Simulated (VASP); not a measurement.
Computed with r2SCAN+rVV10, VASP's PBE PAW potentials (set 64) (plane waves; VASP 6.6.1).

VASP input:

INCAR:
```
SYSTEM = ZrO2
PREC = Accurate; ENCUT = 520; LREAL = .FALSE.
LASPH = .TRUE.
EDIFF = 1E-7; NELM = 100; ALGO = Normal
LMAXMIX = 4; LMIXTAU = .TRUE.
ISMEAR = 0; SIGMA = 0.05
METAGGA = R2SCAN; LUSE_VDW = .TRUE.; BPARAM = 11.95
CPARAM = 0.0093
ISIF = 2
LWAVE = .FALSE.; LCHARG = .FALSE.
```

### KPOINTS
```
Automatic
0
Gamma
8 8 8
0 0 0
```

**POSCAR**
```
ZrO2
1
    0.0000000000     2.5910887497     2.5910887497
    2.5910887497     0.0000000000     2.5910887497
    2.5910887497     2.5910887497     0.0000000000
Zr O
1 2
Direct
  0.0000000000   0.0000000000   0.0000000000
  0.2500000000   0.2500000000   0.2500000000
  0.7500000000   0.7500000000   0.7500000000
```

POTCAR, in this order: Zr_sv O (PBE.64 set). Program: vasp_std.

The run wrote:

OSZICAR:
```
       N       E                     dE             d eps       ncg     rms          rms(c)
DAV:   1     0.172811948007E+03    0.17281E+03   -0.14717E+04   928   0.156E+03
DAV:   2    -0.530824406353E+02   -0.22589E+03   -0.22228E+03  1256   0.395E+02
DAV:   3    -0.611833741252E+02   -0.81009E+01   -0.80934E+01  1456   0.758E+01
DAV:   4    -0.613720417823E+02   -0.18867E+00   -0.18860E+00  1240   0.900E+00
DAV:   5    -0.613755835121E+02   -0.35417E-02   -0.35417E-02  1280   0.972E-01    0.230E+01
DAV:   6    -0.445133862000E+02    0.16862E+02   -0.21212E+01  1224   0.422E+01    0.717E+00
DAV:   7    -0.455688298482E+02   -0.10554E+01   -0.19530E+00   968   0.128E+01    0.375E+00
DAV:   8    -0.462404589049E+02   -0.67163E+00   -0.16405E+00  1072   0.137E+01    0.182E+00
DAV:   9    -0.451179200382E+02    0.11225E+01   -0.64593E-01   944   0.920E+00    0.102E+00
DAV:  10    -0.451073709149E+02    0.10549E-01   -0.87041E-03  1536   0.994E-01    0.103E+00
DAV:  11    -0.451153957301E+02   -0.80248E-02   -0.61774E-03   928   0.929E-01    0.116E+00
DAV:  12    -0.450955872055E+02    0.19809E-01   -0.17325E-02   960   0.133E+00    0.136E+00
DAV:  13    -0.450687645839E+02    0.26823E-01   -0.58977E-02   992   0.216E+00    0.811E-01
DAV:  14    -0.452487249759E+02   -0.17996E+00   -0.13463E-01   968   0.315E+00    0.726E-01
DAV:  15    -0.452511046166E+02   -0.23796E-02   -0.17690E-02  1288   0.134E+00    0.325E-01
DAV:  16    -0.452533810356E+02   -0.22764E-02   -0.42241E-03  1120   0.475E-01    0.640E-01
DAV:  17    -0.452509021558E+02    0.24789E-02   -0.75998E-03   960   0.629E-01    0.281E-01
DAV:  18    -0.452511511092E+02   -0.24895E-03   -0.29619E-03  1384   0.428E-01    0.508E-02
DAV:  19    -0.452510787709E+02    0.72338E-04   -0.36303E-04  1184   0.174E-01    0.583E-02
DAV:  20    -0.452511573867E+02   -0.78616E-04   -0.39488E-05  1136   0.687E-02    0.534E-02
DAV:  21    -0.452511724856E+02   -0.15099E-04   -0.51508E-05  1304   0.708E-02    0.100E-02
DAV:  22    -0.452511729330E+02   -0.44742E-06   -0.14631E-06  1096   0.151E-02    0.138E-02
DAV:  23    -0.452511710276E+02    0.19054E-05   -0.10271E-05  1024   0.238E-02    0.132E-03
DAV:  24    -0.452511720461E+02   -0.10184E-05   -0.83547E-07  1416   0.886E-03    0.186E-03
DAV:  25    -0.452511719349E+02    0.11116E-06   -0.31183E-08   624   0.234E-03    0.150E-03
DAV:  26    -0.452511718192E+02    0.11569E-06   -0.17262E-07   520   0.350E-03    0.925E-04
DAV:  27    -0.452511718067E+02    0.12518E-07   -0.24910E-08   520   0.164E-03
   1 F= -.45251172E+02 E0= -.45251172E+02  d E =-.566721E-28
```

OUTCAR:
```
------------------------ aborting loop because EDIFF is reached ----------------------------------------
  FORCE on cell =-STRESS in cart. coord.  units (eV):
  Direction    XX          YY          ZZ          XY          YZ          ZX
  --------------------------------------------------------------------------------------
  Total       -2.9342171     -2.9342171     -2.9342171      0.0000000      0.0000000      0.0000000
  in kB     -135.1219673   -135.1219673   -135.1219673      0.0000000      0.0000000      0.0000000
  external PRESSURE =    -135.1219673 kB  Pullay stress =       0.0000000 kB
  volume of cell :       34.79
      direct lattice vectors                 reciprocal lattice vectors
     0.000000000  2.591088750  2.591088750    -0.192969075  0.192969075  0.192969075
     2.591088750  0.000000000  2.591088750     0.192969075 -0.192969075  0.192969075
     2.591088750  2.591088750  0.000000000     0.192969075  0.192969075 -0.192969075
 POSITION                                       TOTAL-FORCE (eV/Angst)
 -----------------------------------------------------------------------------------
      0.00000      0.00000      0.00000        -0.000000     -0.000000      0.000000
      1.29554      1.29554      1.29554         0.000000      0.000000      0.000000
      3.88663      3.88663      3.88663        -0.000000     -0.000000     -0.000000
 -----------------------------------------------------------------------------------
    total drift:                                0.000000      0.000000      0.000000
  FREE ENERGIE OF THE ION-ELECTRON SYSTEM (eV)
  ---------------------------------------------------
  free  energy   TOTEN  =       -45.2511718067 eV

  energy  without entropy=      -45.2511718067  energy(sigma->0) =      -45.25117181
```
(Selected blocks of OUTCAR.)

The compound is ZrO2 in the fluorite structure, the high-temperature cubic form, which is unstable at 0 K; the monoclinic form is the stable one. This cell is one point of a volume scan, at 1.06 of the reference volume.
